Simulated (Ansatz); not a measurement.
Sb2Te3:
```yaml
crystal:
  lattice:
    - [2.15308, 1.24308, 10.61291]
    - [-2.15308, 1.24308, 10.61291]
    - [0.00000, -2.48617, 10.61291]
  atoms:
    - { symbol: Sb, position: [0.39576, 0.39576, 0.39576] }
    - { symbol: Sb, position: [0.60424, 0.60424, 0.60424] }
    - { symbol: Te, position: [0.00000, 0.00000, 0.00000] }
    - { symbol: Te, position: [0.21775, 0.21775, 0.21775] }
    - { symbol: Te, position: [0.78225, 0.78225, 0.78225] }
```

Relaxed with r²SCAN. Independent-particle spectrum: no excitons, no local fields, no scissors shift; 0.1 eV broadening; ε₁ of the summed bands alone.

Q: Tabulate the dielectric function from plane-wave PAW r²SCAN (Ansatz code).

A: 

```csv
E (eV),ε₁ xx,ε₂ xx,ε₁ zz,ε₂ zz
0.0,37.40,0.00,29.34,0.00
0.5,43.55,0.19,33.05,0.47
1.0,55.87,29.34,35.04,12.10
1.5,29.18,55.73,42.38,18.57
2.0,0.62,53.95,29.74,68.47
2.5,-14.43,30.20,-15.76,40.67
3.0,-19.19,14.48,-19.65,23.97
3.5,-11.50,6.65,-15.93,10.53
4.0,-6.82,3.63,-10.71,4.37
4.5,-4.26,3.03,-7.74,2.67
5.0,-1.88,2.73,-4.07,0.92
5.5,-1.18,3.47,-1.87,0.77
6.0,-1.17,3.21,0.15,1.08
6.5,-0.13,3.13,1.86,2.48
7.0,1.07,3.73,1.11,4.63
7.5,-1.94,4.55,-0.23,5.31
8.0,-2.18,3.89,-2.09,5.91
8.5,-2.65,3.17,-3.16,3.35
9.0,-2.10,2.11,-2.37,2.47
9.5,-1.66,1.79,-2.11,1.98
10.0,-1.45,1.47,-1.81,1.49
10.5,-1.29,1.35,-1.57,1.24
11.0,-1.12,1.23,-1.31,1.00
11.5,-1.04,0.95,-1.05,0.88
12.0,-0.82,0.78,-0.91,0.72
```

Q: From ε at 1.9 eV (xx: 8.62 + 53.83i), find n, k, the normal reflectivity and the absorption coefficient.

A: n = 5.62, k = 4.790, R = 66 %, α = 2kE/ħc = 920000 cm⁻¹.

With all bands, ε∞ without local fields is 37.5 (xx = yy), 29.4 (zz).

Space group R-3m. The r²SCAN relaxation kept the symmetry of its start. Spin–orbit coupling is left out wherever it is not named.

Potentials: the later of the program's two PAW sets.
